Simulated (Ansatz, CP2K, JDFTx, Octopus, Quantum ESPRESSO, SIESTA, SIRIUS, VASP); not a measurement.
## One calculation of SiC, 9 ways

```
Si C
1.0
     3.07600    0.00000    0.00000
    -1.53800    2.66389    0.00000
     0.00000    0.00000    5.04800
Si C
2 2
Cartesian
  1.5380 0.8880 2.5240
  0.0000 1.7759 0.0000
  1.5380 0.8880 4.4675
  0.0000 1.7759 1.9435
```

Alike in all runs: task single point; functional PBEsol; k mesh 10 × 10 × 5; occupations fermi-dirac, width 0.05 eV; no spin polarisation; no spin-orbit coupling. Pressure is positive in compression and, in plane waves, holds the error of the finite cutoff, which Ansatz's Pulay term estimates and takes out.

```csv
program and potentials,plane-wave cutoff (eV),notes,pressure (GPa),largest force (eV/Å)
"Ansatz, Ansatz PAW",420,"potentials made for PBE, which Ansatz adapts in part; Pulay term of +0.30 GPa included",0.26,0.747
"VASP, PBE PAW files C, Si, 520 eV",520,potentials made for PBE,0.62,0.751
"JDFTx, PseudoDojo-SR-PBEsol-0.4.1-standard with smoothed tails",1116,-,0.32,0.756
"Quantum ESPRESSO, GBRV 1.5 PBEsol",612,-,?,?
"SIRIUS, PseudoDojo 0.4.1 PBEsol standard (scalar relativistic)",1127,-,0.33,0.755
"SIESTA, files PseudoDojo sr-pbesol-0.4.1-standard, DZP (energy shift 0.003 Ry)",-,atomic basis,3.43,0.834
"Octopus, pseudodojo_pbesol (PseudoDojo 0.4, PBEsol)",-,-,-,0.755
"Ansatz, all-electron LAPW, scalar-relativistic",-,-,0.21,0.746
"CP2K, POTENTIAL_UZH Si GTH-PBE-q4, C GTH-PBE-q4; TZVP-MOLOPT-PBE-GTH basis",-,atomic basis; potentials made for PBE,2.33,0.768
```

Task: Estimate from the other rows what the run with Quantum ESPRESSO, GBRV 1.5 PBEsol gave.

Result: Pressure 0.20 GPa; largest force 0.752 eV/Å. The other rows, which needn't bracket it: pressure 0.21 to 3.43; largest force 0.746 to 0.834.
